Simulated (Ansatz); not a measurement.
A: ZnCu2SnSe4 (kesterite type, space group I-4), a = b = 5.764 Å, c = 11.526 Å, α = β = γ = 90.00°
B: ZnInGaO4 (InGaZnO4 type, space group R3m), a = 3.3560 Å, b = 3.3560 Å, c = 26.1140 Å, α = 90.00°, β = 90.00°, γ = 120.00°
C: BeO (wurtzite), a = b = 2.712 Å, c = 4.404 Å, α = β = 90.00°, γ = 120.00°

Scan: energy against volume (even scaling of the relaxed cell, symmetry kept). All come from one method, each on a k mesh of its own. All were relaxed with their symmetry unable to fall. At this level the bands of ZnCu2SnSe4 touch or barely overlap. The PAW data are Ansatz's earlier set. ZnCu2SnSe4 is run without spin polarisation.

Question: Put the candidates in order of bulk modulus at fixed cell shape (fitted), lowest first, for PBE (plane waves to 420 eV, PAW, scalar-relativistic; Ansatz, a program for electronic structure).

Answer: A (56.0 GPa), B (154 GPa), C (209 GPa)

(Under strain, the slope of the energy per volume gives the stress and its curvature an elastic modulus.)
